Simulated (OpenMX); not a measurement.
The system is MoS2.

```
Mo S
1.0
     3.16900    0.00000    0.00000
    -1.58450    2.74443    0.00000
     0.00000    0.00000   12.32400
Mo S
2 4
Direct
  0.66667 0.33333 0.75000
  0.33333 0.66667 0.25000
  0.66667 0.33333 0.37700
  0.33333 0.66667 0.87700
  0.66667 0.33333 0.12300
  0.33333 0.66667 0.62300
```

Base run:

```yaml
Program: OpenMX 3.8.5
Functional: PBE
Potentials_or_basis: OpenMX 2013 PBE set, Mo7.0-s3p2d2, S7.0-s2p2d1f1, grid cutoff 400 Ry
k_mesh: 11 × 11 × 3
Occupations: fermi-dirac, width 0.05 eV
Spin: no spin polarisation
```

Its results: band gap on the k mesh 0.89 eV, indirect (least direct gap 1.82 eV); largest force 0.376 eV/Å.

The run is repeated on the same cell with these changes: k mesh from 11 × 11 × 3 to 7 × 7 × 3; spin from no spin polarisation to non-collinear spin, zero start, spin-orbit coupling. What comes out?

Band gap on the k mesh 1.01 eV, indirect (least direct gap 2.02 eV); net moment 0.00 μB per cell; largest force 0.373 eV/Å.

Several settings changed at once, so the effect can't be laid on one alone.

Caveats: the basis of atomic orbitals isn't converged, which shifts pressures, moduli and gaps; total energies with and without spin-orbit coupling shouldn't be compared in this program (some runs); the mesh misses the band edges, which the band path finds closer together (some runs).

Not every run made on this cell is shown here.
